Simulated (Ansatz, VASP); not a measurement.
# Cross-check of Ni (Ni wire along [111], 13 atoms a period) between VASP and Ansatz

One calculation is typed for both programs; each brings its own data sets. How far apart do they land? The structure shown is the start of the Ansatz relaxation below; VASP solves that cell, so the two are compared at the walk's first step.

Program: Ansatz 0.2.0. Level of theory: plane waves, with VASP 6.6.1 beside it; single point at PBE. Results are calculated unless marked as measured.

**1. Starting point**

The cell holds 13 atoms: 13 Ni. Its edges and angles: a = 11.778 Å, b = 11.111 Å, c = 6.097 Å, α = 90.0°, β = 90.0°, γ = 90.0°. Vacuum lies along a and b. The structure's axis is c.

Coordinates:

```cif
data_structure
_symmetry_space_group_name_H-M 'P 1'
_symmetry_Int_Tables_number 1
_cell_length_a 11.7780
_cell_length_b 11.1110
_cell_length_c 6.0968
_cell_angle_alpha 90.000
_cell_angle_beta 90.000
_cell_angle_gamma 90.000
_cell_volume 797.86
loop_
_atom_site_label
_atom_site_type_symbol
_atom_site_fract_x
_atom_site_fract_y
_atom_site_fract_z
_atom_site_occupancy
Ni1 Ni 0.28867 0.50000 0.00000 1
Ni2 Ni 0.39434 0.69400 0.00000 1
Ni3 Ni 0.50000 0.50000 0.00000 1
Ni4 Ni 0.60566 0.69400 0.00000 1
Ni5 Ni 0.39434 0.43533 0.33333 1
Ni6 Ni 0.50000 0.62933 0.33333 1
Ni7 Ni 0.60566 0.43533 0.33333 1
Ni8 Ni 0.39434 0.56467 0.66667 1
Ni9 Ni 0.50000 0.37067 0.66667 1
Ni10 Ni 0.60566 0.56467 0.66667 1
Ni11 Ni 0.39434 0.30600 0.00000 1
Ni12 Ni 0.60566 0.30600 0.00000 1
Ni13 Ni 0.71133 0.50000 0.00000 1
```

**2. Ansatz: relaxation, PBE**

Ansatz runs on its PAW soft_1 files.

The two programs are compared at the cell with which this relaxation starts, whose forces are those of its first step.

input.yaml reads:

```yaml
crystal:
  lattice:
    - [11.778, 0.0, 0.0]
    - [0.0, 11.111, 0.0]
    - [0.0, 0.0, 6.0968188426]
  atoms:
    - { symbol: Ni, position: [0.288673799, 0.500004588, 0.0], spin: 0.8 }
    - { symbol: Ni, position: [0.394337573, 0.694006115, 0.0], spin: 0.8 }
    - { symbol: Ni, position: [0.500001347, 0.500004588, 0.0], spin: 0.8 }
    - { symbol: Ni, position: [0.605665122, 0.694006115, 0.0], spin: 0.8 }
    - { symbol: Ni, position: [0.394337573, 0.435337412, 0.333333333], spin: 0.8 }
    - { symbol: Ni, position: [0.500001347, 0.629338939, 0.333333333], spin: 0.8 }
    - { symbol: Ni, position: [0.605665122, 0.435337412, 0.333333333], spin: 0.8 }
    - { symbol: Ni, position: [0.394337573, 0.564671764, 0.666666667], spin: 0.8 }
    - { symbol: Ni, position: [0.500001347, 0.370670236, 0.666666667], spin: 0.8 }
    - { symbol: Ni, position: [0.605665122, 0.564671764, 0.666666667], spin: 0.8 }
    - { symbol: Ni, position: [0.394337573, 0.30600306, 0.0], spin: 0.8 }
    - { symbol: Ni, position: [0.605665122, 0.30600306, 0.0], spin: 0.8 }
    - { symbol: Ni, position: [0.711328896, 0.500004588, 0.0], spin: 0.8 }
magnetization:
  spin_polarized: true
kpoints:
  mp_grid: { grid: [1, 1, 14] }
scf:
  occupations: { method: fermi_dirac, width: 0.05 }
hamiltonian:
  xc: pbe
  pseudopotentials: { kind: paw, azcp: { folder: soft_1 } }
relax:
  cell: { fix: [a, b, alpha, beta, gamma] }
  max_steps: 45
  f_tol: 0.03
```

On the command line:

```
> ansatz run input.yaml --threads 4 --pin off --max-ram 16384MiB --backend cpu --events-out ev --progress --plain --runs-dir out
```

Numbers of over 12 decimals in the logs are rounded to 6 here.

The log of the run:

```text
Engine: ansatz 0.2.0, x86_64-unknown-linux-gnu
Pseudopotentials: kind: paw
Pseudopotential: Ni, paw, valence charge 18, recommended cutoff 420 eV (normal), soft_1/Ni.paw.azcp
Functional definition: PBE
  parameter kappa = 0.804
  parameter beta = 0.066725
  exchange = pbe_x(kappa = kappa, mu = beta*pi^2/3)
  correlation = pbe_c(beta = beta)
Crystal: 13 atoms, lattice volume = 797.862 Å³
Basis set: ecut = 420 eV, 15563 PW (Γ), exchange–correlation on 160×150×90 points (8 copies of the dense FFT grid, shifted against one another)
Bands: 147, of which v1, the nominal top of the filled ones, is band 117 counted from 1 (116 counted from 0)
Symmetry: 4 space group operations
Space group: P2/m (ITA 10), of the structure as read, at distance tolerance 9.3e-5 Å
Magnetic group: BNS 10.42 (UNI 49), of the structure as read, at distance tolerance 9.3e-5 Å
k-points: 8 of 14
Non-local potential: Ni, projectors of the file, l = 0: 3, l = 1: 2, l = 2: 3, l = 3: 1
PAW form: soft (Blöchl's): semilocal exchange-correlation on the pseudo side does not see the compensation charge
PAW one-centre angular grid: Ni, 590 points (default); XC on 64 Gauss nodes
Initial density: superposition of atomic densities (neutral atoms: chi_scale 0, normalization atom)
Starting moments: Σ|m| = 10.4 μB on 13 of 13 sites
Initial wavefunctions: pseudopotential atomic-orbital guess
Functional: x = pbe(κ = 0.804, μ = 0.219515), c = pbe(β = 0.066725)
SCF iter   1: F=—  HF=-75884.553657 eV  |F-HF|=—  |Δ(HF+E_count)|=         —  Δρ=2.42e-2 (↑2.42e-2 ↓1.62e-2)  dr2=2.93e1  dr2_m=5.16e-1  M=9.999 μB ∫|m|=10.662 μB  β_m=0.30  ethr=3.10e-3  ⟨swp⟩=8.9  Hψ=11144  notcnv=0  defer=56
Mixer restart at iter 1: flushing history
preconditioner: auto → LDOS  [metal: Δε(μ)=0.008 eV  Ē_g=5.316 eV  σ=0.050 eV  W_gap=0.04  n_scr=150 (ndim 8)  ℏωp=15.0 eV  f_vac=0.662  D(μ)=45.13/eV (n_scr^D=446)]
spin=Collinear: LDOS preconditioning applied to the charge; magnetization (m = ρ↑ − ρ↓) channel mixes plain (no charge-response kernel on spin).
SCF iter   2: F=—  HF=-75887.872383 eV  |F-HF|=—  |Δ(HF+E_count)|=    3.32e0  Δρ=1.57e-2 (↑1.57e-2 ↓9.12e-3)  dr2=7.46e0  dr2_m=3.84e-1  M=10.335 μB ∫|m|=11.074 μB  β_m=0.42  ethr=3.10e-3  ⟨swp⟩=3.0  Hψ=4070  notcnv=0  defer=208
SCF iter   3: F=—  HF=-75895.499834 eV  |F-HF|=—  |Δ(HF+E_count)|=    7.63e0  Δρ=5.52e-3 (↑4.12e-3 ↓5.52e-3)  dr2=3.47e-1  dr2_m=1.02e-1  M=10.480 μB ∫|m|=11.437 μB  β_m=0.50  ethr=3.10e-3  ⟨swp⟩=3.0  Hψ=3666  notcnv=0  defer=208
SCF iter   4: F=—  HF=-75897.178407 eV  |F-HF|=—  |Δ(HF+E_count)|=    1.68e0  Δρ=4.21e-3 (↑3.33e-3 ↓4.21e-3)  dr2=3.40e-1  dr2_m=2.14e-2  M=9.910 μB ∫|m|=11.151 μB  β_m=0.71  ethr=1.48e-4  ⟨swp⟩=2.6  Hψ=3945  notcnv=0  defer=213
SCF iter   5: F=—  HF=-75898.133180 eV  |F-HF|=—  |Δ(HF+E_count)|=   9.55e-1  Δρ=3.01e-3 (↑3.00e-3 ↓3.01e-3)  dr2=9.48e-2  dr2_m=4.63e-2  M=9.371 μB ∫|m|=10.898 μB  β_m=0.81  ethr=1.45e-4  ⟨swp⟩=3.5  Hψ=4381  notcnv=0  defer=213
SCF iter   6: F=—  HF=-75898.195972 eV  |F-HF|=—  |Δ(HF+E_count)|=         —  Δρ=7.08e-3 (↑3.11e-3 ↓7.08e-3)  dr2=1.33e-1  dr2_m=1.73e-1  M=8.722 μB ∫|m|=10.285 μB  β_m=0.81  ethr=4.05e-5  ⟨swp⟩=2.0  Hψ=3988  notcnv=0  defer=218
SCF iter   7: F=—  HF=-75898.200538 eV  |F-HF|=—  |Δ(HF+E_count)|=   4.57e-3  Δρ=3.92e-3 (↑1.74e-3 ↓3.92e-3)  dr2=9.78e-2  dr2_m=2.95e-2  M=8.633 μB ∫|m|=10.159 μB  β_m=0.91  ethr=4.05e-5  ⟨swp⟩=2.0  Hψ=2936  notcnv=0  defer=218
SCF iter   8: F=—  HF=-75898.210581 eV  |F-HF|=—  |Δ(HF+E_count)|=   1.00e-2  Δρ=8.07e-4 (↑3.14e-4 ↓8.07e-4)  dr2=3.37e-3  dr2_m=1.68e-3  M=8.556 μB ∫|m|=10.075 μB  β_m=0.95  ethr=4.05e-5  ⟨swp⟩=2.0  Hψ=3621  notcnv=0  defer=218
SCF iter   9: F=—  HF=-75898.211235 eV  |F-HF|=—  |Δ(HF+E_count)|=   6.54e-4  Δρ=6.08e-4 (↑2.97e-4 ↓6.08e-4)  dr2=2.85e-3  dr2_m=5.59e-4  M=8.563 μB ∫|m|=10.072 μB  β_m=0.91  ethr=1.44e-6  ⟨swp⟩=2.0  Hψ=4121  notcnv=0  defer=218
[...]
SCF 5 converged in 10 iterations: F = -75899.193207 eV  dr2 = 1.33e-7
relax step   5: F+E_penalty+E_count = -75899.19320666 eV  Δ(F+E_penalty+E_count) = -1.244e-3 eV  max|allowed force component| = 1.973e-3 eV/Å  Δτ_max = 0.0043 Å  P = +0.010 GPa  Ω = 759.158 Å³  energy of the carried Pulay correction = +4.584e-3 eV  fix = [a, b, alpha, beta, gamma]  reactions: a +0.021, b +0.015 GPa; alpha -0.003 GPa/rad  (10 SCF iters, dr2 threshold 1.83e-7 eV, accepted)
Basis set: ecut = 420 eV, 14845 PW (Γ), exchange–correlation on 160×150×80 points (8 copies of the dense FFT grid, shifted against one another)
Initial wavefunctions: pseudopotential atomic-orbital guess (no wavefunctions were taken with the density)
[...]
preconditioner: auto → LDOS  [metal: Δε(μ)=0.060 eV  Ē_g=5.127 eV  σ=0.050 eV  W_gap=0.29  n_scr=38 (ndim 8)  ℏωp=15.4 eV  f_vac=0.699  D(μ)=21.25/eV (n_scr^D=142)]
spin=Collinear: LDOS preconditioning applied to the charge; magnetization (m = ρ↑ − ρ↓) channel mixes plain (no charge-response kernel on spin).
[...]
SCF iter   8: F=—  HF=-75899.186813 eV  |F-HF|=—  |Δ(HF+E_count)|=   9.66e-9  Δρ=5.46e-7 (↑4.66e-7 ↓5.46e-7)  dr2=3.18e-9  dr2_m=1.43e-9  M=8.276 μB ∫|m|=9.646 μB  β_m=0.81  ethr=8.06e-12  ⟨swp⟩=2.4  Hψ=4113  notcnv=0
SCF iter   9: F=—  HF=-75899.186813 eV  |F-HF|=—  |Δ(HF+E_count)|=   3.04e-7  Δρ=5.24e-7 (↑5.24e-7 ↓3.46e-7)  dr2=3.66e-9  dr2_m=3.37e-10  M=8.276 μB ∫|m|=9.646 μB  β_m=0.66  ethr=1.36e-12  ⟨swp⟩=3.5  Hψ=5394  notcnv=0
SCF iter  10: F=—  HF=-75899.186813 eV  |F-HF|=—  |Δ(HF+E_count)|=   1.14e-9  Δρ=2.14e-7 (↑1.27e-7 ↓2.14e-7)  dr2=1.91e-10  dr2_m=1.60e-10  M=8.276 μB ∫|m|=9.646 μB  β_m=0.83  ethr=1.36e-12  ⟨swp⟩=2.4  Hψ=3448  notcnv=0
SCF iter  11: F=—  HF=-75899.186813 eV  |F-HF|=—  |Δ(HF+E_count)|=  4.37e-10  Δρ=1.50e-7 (↑1.50e-7 ↓3.90e-8)  dr2=1.15e-10  dr2_m=3.61e-11  M=8.276 μB ∫|m|=9.646 μB  β_m=0.91  ethr=1.00e-12  ⟨swp⟩=2.0  Hψ=3314  notcnv=0
SCF iter  12: F=—  HF=-75899.186813 eV  |F-HF|=—  |Δ(HF+E_count)|=  2.91e-11  Δρ=1.11e-7 (↑4.94e-8 ↓1.11e-7)  dr2=1.90e-10  dr2_m=8.53e-12  M=8.276 μB ∫|m|=9.646 μB  β_m=0.78  ethr=1.00e-12  ⟨swp⟩=1.0  Hψ=2352  notcnv=0
SCF iter  13: F=-75899.186813 eV  HF=-75899.186813 eV  |F-HF|=7.28e-11  |Δ(HF+E_count)|=  1.46e-11  Δρ=4.06e-8 (↑2.68e-8 ↓4.06e-8)  dr2=1.73e-11  dr2_m=2.13e-12  M=8.276 μB ∫|m|=9.646 μB  ethr=1.00e-12  ⟨swp⟩=3.1  Hψ=7623  notcnv=0
SCF 6 converged in 13 iterations: F = -75899.186813 eV  dr2 = 1.73e-11
relax step   6: F+E_penalty+E_count = -75899.18681298 eV  Δ(F+E_penalty+E_count) = +6.394e-3 eV  max|allowed force component| = 1.527e-3 eV/Å  Δτ_max = 0.0000 Å  P = +0.018 GPa  Ω = 759.158 Å³  fix = [a, b, alpha, beta, gamma]  reactions: a +0.027, b +0.021 GPa; alpha -0.003 GPa/rad  stress off target by 5.90e-3 GPa on what of the cell is left free  SCF on the basis re-selected at this cell (its energy is not comparable with the rows above)  (13 SCF iters)
basis re-selected at this cell: Δ(F+E_penalty+E_count) = +6.394e-3 eV, ΔP = +0.008 GPa vs the last step (what re-selecting the basis moved, of the pressure what is left beyond the Pulay correction that the steps carried, after the strain that the cell walked since its last selection, with what the two solves' SCF thresholds leave and, on support functions, any second-order correction that the steps lacked; it is no measure of the basis error at this ecutwfc). The dense FFT grid was sized anew with the basis: this SCF ran on 80×75×40 points, the steps before it on 80×75×45, so part of this shift can come from that change (see relax.cell in the input reference). [rest of the remark cut]
SCF converged after 13 iterations
Magnetization: 8.2761 μB (121.1381 up, 112.8619 down)
Absolute magnetization: 9.6565 μB (∫|ρ↑−ρ↓|, with the PAW one-centre terms)
Spin contamination: 0.1442 ħ² per cell (⟨S²⟩ above its minimum at these occupations)
Per-site moments (μB) at R_I (Å): [(0.694012, 0.977476), (0.691348, 0.977476), (0.306079, 0.977826), (0.691348, 0.977476), (0.718745, 0.965911), (0.717260, 0.965911), (0.718745, 0.965911), (0.718745, 0.965911), (0.717260, 0.965911), (0.718745, 0.965911), (0.691348, 0.977476), (0.691348, 0.977476), (0.694012, 0.977476)]
Free energy (F): -75899.186813 eV
Harris-Foulkes:  -75899.186813 eV  (|F-HF|=7.28e-11)
Internal energy: -75898.998924 eV  (E = F + TS)
E sigma→0 (E₀):  -75899.092868 eV
Entropy (-TS):   -0.187889 eV (-14.453 meV/atom)
Fermi energy:    0.093215 eV
--- Per-component energies (eV) ---
  E_band       = -7827.549176
  E_kinetic    = 4408.072929
  E_local      = -170802.923576  (includes V_loc(G=0)·N_el)
  E_nonlocal   = -1481.217966
  E_hartree    = 84899.634142
  E_xc         = -1441.558376
  E_vxc        = -1857.341514  (∫ρ·V_xc dr)
  E_paw        = -21595.575728  (= ΣΔE_a)
  E_vpaw       = -7893.418277  (= ΣTr[D̂ρ^β])
  E_aug_tail   = 0.011915  (compensation charges beyond the density's cutoff)
  E_ewald      = 30114.557737
  E_smearing   = -0.187889  (= −TS)
  E_closure    = -0.000000  (closes the sum)
  Σ components = -75899.186813   (vs F -75899.186813, Δ=0.00e0)
--- Forces (eV/Å), atoms counted from 1 ---
  atom   1  Ni     0.00147561     0.00000000     0.00000000
  atom   2  Ni     0.00056930    -0.00143757     0.00017789
  atom   3  Ni     0.00000000     0.00000000     0.00000000
  atom   4  Ni    -0.00056930    -0.00143757     0.00017789
  atom   5  Ni     0.00071456     0.00032419    -0.00150772
  atom   6  Ni     0.00000000    -0.00080962    -0.00152669
  atom   7  Ni    -0.00071456     0.00032419    -0.00150772
  atom   8  Ni     0.00071456    -0.00032419     0.00150772
  atom   9  Ni     0.00000000     0.00080962     0.00152669
  atom  10  Ni    -0.00071456    -0.00032419     0.00150772
  atom  11  Ni     0.00056930     0.00143757    -0.00017789
  atom  12  Ni    -0.00056930     0.00143757    -0.00017789
  atom  13  Ni    -0.00147561     0.00000000     0.00000000
  max |Σ_I F_I| component: 4.88e-19 eV/Å
--- Stress (GPa, compression-positive) ---
        0.026871       0.000000       0.000000
        0.000000       0.021088       0.003380
        0.000000       0.003380       0.005902
  P = ⅓ Tr σ = 0.0180 GPa (0.180 kbar)
--- Relaxed structure (5 steps of the walk, 5 accepted, 1 SCFs on fresh bases) ---
  F+E_penalty+E_count = -75899.18681298 eV   max|allowed force component| = 1.527e-3 eV/Å   (the final SCF, on the basis selected at the relaxed cell)
  cell:  # Å, volume = 759.1581 Å³
    - [11.778, 0.0, 0.0]
    - [0.0, 11.111, 0]
    - [0.0, 0, 5.801062]
  atoms:
    - { symbol: Ni, position: [0.298706, 0.5, 0] }
    - { symbol: Ni, position: [0.399281, 0.684710, 0.00012178] }
    - { symbol: Ni, position: [0.5, 0.5, 0] }
    - { symbol: Ni, position: [0.600719, 0.684710, 0.00012178] }
    - { symbol: Ni, position: [0.397342, 0.437192, 0.337944] }
    - { symbol: Ni, position: [0.5, 0.625598, 0.337977] }
    - { symbol: Ni, position: [0.602658, 0.437192, 0.337944] }
    - { symbol: Ni, position: [0.397342, 0.562808, 0.662056] }
    - { symbol: Ni, position: [0.5, 0.374402, 0.662023] }
    - { symbol: Ni, position: [0.602658, 0.562808, 0.662056] }
    - { symbol: Ni, position: [0.399281, 0.315290, -0.00012178] }
    - { symbol: Ni, position: [0.600719, 0.315290, -0.00012178] }
    - { symbol: Ni, position: [0.701294, 0.5, 0] }
```

(Part 1 of 2 ends here.)

[Lines on the potential files, build, host, timing and source positions are cut from VASP's logs without a mark.]

[Logs are printed without paths, hosts, clocks, repeated set-up lines and the standing remarks that a program may print on its own settings, such as how far it seeks lower states.]

[Hosts, paths, dates, database ids (printed as entryN), source tags and the programs' standing remarks are cut or masked in the printed files.]
